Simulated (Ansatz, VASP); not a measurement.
# Two plane-wave programs on Nb

```xyz
1
Lattice="-1.6548 1.6548 1.6548 1.6548 -1.6548 1.6548 1.6548 1.6548 -1.6548" Properties=species:S:1:pos:R:3 pbc="T T T"
Nb    0.0000    0.0000    0.0000
```

Alike in both runs: task single point; functional PBE; k mesh 19 × 19 × 19; occupations fermi-dirac, width 0.1 eV; no spin polarisation.

|  | VASP | Ansatz |
| --- | --- | --- |
| version | VASP 6.6.1 | Ansatz 0.2.0 |
| potentials or method | VASP PAW PBE potentials, release 64 (Nb_sv) | plane waves (420 eV) with PAW, scalar-relativistic |
| plane-wave cutoff (eV) | 520 | 420 |
| valence electrons in the cell | 13 | 13 |

Ansatz gave:

- pressure (GPa): 0.3

**Question.** What did VASP give for the same quantities?

**Answer.** Pressure (GPa): 0.0.

The functional is the same, so the differences come from potentials, cutoffs and numerics.
